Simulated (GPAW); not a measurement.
Runs of GPAW 26.7.0 on Cd. The structure is hexagonal, space group P6_3/mmc (No. 194). The conventional cell has a = 2.979 Å, b = 2.979 Å, c = 5.618 Å, α = 90.00°, β = 90.00°, γ = 120.00°. Around Cd (site symmetry -6m2) lie 12 Cd at 2.98 to 3.29 Å. 

```csv
task,level,potentials or basis,cell,k mesh,band path,band points,optimizer,fmax,max steps,gap on the mesh (eV),pressure (GPa)
band structure,LDA,"PAW data sets generated in the run's folder for this functional, pw",as given,7 × 7 × 4,"GMKGALHA,LM,KH",100,-,-,-,-,-5.2
relaxation of cell and atoms,PBE+D3,"GPAW PAW data sets (gpaw-data 1.2.1), pw",relaxed to 1 GPa,7 × 7 × 4,-,-,BFGS,0.02 eV/Å,100,none,0.9
single point,PBE,"GPAW PAW data sets (gpaw-data 1.2.1), pw",as given,10 × 10 × 5,-,-,-,-,-,none,(a)
relaxation of cell and atoms,PBE+D4,"GPAW PAW data sets (gpaw-data 1.2.1), pw",relaxed,7 × 7 × 4,-,-,BFGS,0.05 eV/Å,40,none,0.2
```

Alike in all rows: no spin polarisation; cutoff (eV) 600; smearing fermi-dirac 0.05 eV.

Estimate the missing entries.

(a) 2.3.

Caveats: later steps reuse the first step's grids (some runs); pairwise dispersion overbinds metals, which lowers pressure and volume (some runs).

A k mesh can miss the band edges, and the runs leave out spin-orbit coupling on Cd.

A gap of «none» marks a metal or a gap under the smearing width.
